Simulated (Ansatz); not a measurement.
## One input, then a changed one: I (beta tin type)

First run: DFT, PBE, PAW with Ansatz's default frozen-core files, scalar-relativistic (Ansatz 0.2.0).

Command: `ansatz run input.yaml --threads 1 --pin off --max-ram 2048MiB --backend cpu --events-out ev --progress --plain --runs-dir out` It took 88 s on 1 thread of Arm Neoverse V1 (shared host), peak memory 0.44 GiB.

```yaml
crystal:
  lattice:
    - [-2.7739720314, 2.7739720314, 1.8402727599]
    - [2.7739720314, -2.7739720314, 1.8402727599]
    - [2.7739720314, 2.7739720314, -1.8402727599]
  atoms:
    - { symbol: I, position: [-0.375, -0.125, -0.25] }
    - { symbol: I, position: [0.375, 0.125, 0.25] }
kpoints:
  mp_grid: { grid: [12, 12, 12] }
scf:
  occupations: { method: fermi_dirac, width: 0.1 }
hamiltonian:
  xc: pbe
  pseudopotentials: { kind: paw }
output:
  forces: true
  stress: true
relax:
  f_tol: 0.005
  max_steps: 30
  cell: { stress_tol: 0.27, fix: [volume] }
```

The cell comes from a relaxation on PAW files under the same functional, begun from a prototype that needn't be the stable phase.

This run: shape and atoms relaxed at 0.65 of the base cell's volume.

It converges in 56 SCF iterations over all geometries at a pressure of 19.32 GPa, ending at 28.32 Å³/atom, cutoff 420 eV.

The input is then changed:

```diff
   occupations: { method: fermi_dirac, width: 0.1 }
+  mixing: { algorithm: anderson, beta: 0.05, ndim: 2 }
 hamiltonian:
```

What does the second run give?

It converges in 433 SCF iterations over all geometries at a pressure of 19.32 GPa, ending at 28.32 Å³/atom, cutoff 420 eV, free energy 0.0 meV/atom against the first run's.
